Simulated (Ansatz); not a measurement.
**La2O3 (A-La2O3 type): zone-centre phonons and dielectric response**

Perturbation theory with PBEsol in Ansatz on the PBEsol cell, ground state and force constants on a 6×6×4 mesh. The calculation is spin-unpolarised, and the structure need not be a phase that has been made.

Space group P-3m1 (No. 164), trigonal; conventional cell a = 3.906 Å, c = 6.041 Å, 15.96 Å³ an atom. La has 7 O at 2.35–2.70 Å; O has 6 La at 2.70 Å; O has 4 La at 2.35–2.42 Å.

```
La O
1.0
     3.90599    0.00000    0.00000
    -1.95300    3.38269    0.00000
     0.00000    0.00000    6.04100
La O
2 3
Direct
  0.33333 0.66667 0.24539
  0.66667 0.33333 0.75461
  0.00000 0.00000 0.00000
  0.33333 0.66667 0.64598
  0.66667 0.33333 0.35402
```

Optical modes without the longitudinal term:
```csv
ω (cm⁻¹),degeneracy,"IR intensity, summed over the level ((D/Å)²/amu)"
104,2,0.00
187,2,47.66
192,1,0.00
193,1,30.64
362,2,32.76
390,1,0.00
396,2,0.00
438,1,2.89
```

All optical modes at Γ are real, from 104 to 438 cm⁻¹ without the longitudinal term; this says nothing of other wave vectors. With the long-range field the highest mode reaches 551 cm⁻¹. Of the real levels 4 are infrared active, the strongest at 187 cm⁻¹.

ε∞: 4.91 along x and y, 4.84 along z. With the ions relaxed, ε⁰ is 26.4 along x and y, 27.1 along z. Born charges, averaged over directions: La +4.10, O -2.76 to -2.68 e. The program notes that the ground state's band table doesn't vouch for all the bands that the response reads.

For comparison, on the r2SCAN cell the mean ε∞ is 4.45 with r2SCAN (ground state on 6×6×4; least gap 4.23 eV), 4.79 with PBE (ground state on 6×6×4; least gap 3.84 eV).

The runs are scalar-relativistic, without spin-orbit coupling.
